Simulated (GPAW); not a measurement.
Al:

```
Al
1.0
     0.00000    2.02481    2.02481
     2.02481    0.00000    2.02481
     2.02481    2.02481    0.00000
Al
1
Direct
  0.00000 0.00000 0.00000
```

```yaml
Program: GPAW 26.7.0
Task: relaxation of cell and atoms
Functional: RPBE
Dispersion: D3(BJ)
Potentials_or_basis: the program's PAW data sets (release 1.2.1) made for this functional
Cutoff: 600 eV
Basis: pw
k_mesh: 11 × 11 × 11
Occupations: fermi-dirac, width 0.05 eV
Spin: no spin polarisation
```

At the start: pressure -19.0 GPa; volume 16.60 Å³/atom.

**Question.** Where does the relaxation end?

**Answer.** Over 18 steps the energy falls by 215.7 meV/atom and the volume is 13.56 Å³/atom (-18.3 %); space group Fm-3m (No. 225, to 0.05 Å).

The path:
| step | energy change (eV) | largest force (eV/Å) | pressure (GPa) | volume (Å³) |
| --- | --- | --- | --- | --- |
| 1 | 0.0000 | 0.0000 | -18.97 | 16.60 |
| 2 | -0.1021 | 0.0000 | -15.20 | 15.65 |
| 3 | -0.2057 | 0.0000 | -5.36 | 14.11 |
| 4 | -0.1786 | 0.0000 | 12.68 | 12.55 |
| 5 | -0.1856 | 0.0000 | 11.28 | 12.64 |
| 6 | -0.1968 | 0.0000 | 8.74 | 12.82 |
| 7 | -0.2079 | 0.0000 | 5.46 | 13.07 |
| 8 | -0.2147 | 0.0000 | 1.90 | 13.37 |
| 9 | -0.2149 | 0.0000 | -1.51 | 13.69 |
| 10 | -0.2150 | 0.0000 | -1.48 | 13.69 |
| 11 | -0.2150 | 0.0000 | -1.41 | 13.68 |
| 12 | -0.2151 | 0.0000 | -1.32 | 13.67 |
| 13 | -0.2152 | 0.0000 | -1.19 | 13.66 |
| 14 | -0.2153 | 0.0000 | -1.04 | 13.65 |
| 15 | -0.2154 | 0.0000 | -0.86 | 13.63 |
| 16 | -0.2155 | 0.0000 | -0.67 | 13.61 |
| 17 | -0.2156 | 0.0000 | -0.43 | 13.59 |
| 18 | -0.2157 | 0.0000 | -0.16 | 13.56 |

Final structure:
```xyz
1
Lattice="0.0000 1.8927 1.8927 1.8927 0.0000 1.8927 1.8927 1.8927 0.0000" Properties=species:S:1:pos:R:3 pbc="T T T"
Al    0.0000    0.0000    0.0000
```

The cell as given is a measured one (16.60 Å³/atom); RPBE+D3(BJ) puts the equilibrium volume -18.3 % from it, thermal expansion not counted.

Caveat: later steps reuse the first step's grids; the volume moved by over 15 % at a fixed basis, so the end points are rough; the volume moved by -18 % from the deposited cell, more than functionals usually miss; pairwise dispersion overbinds metals, which lowers pressure and volume.
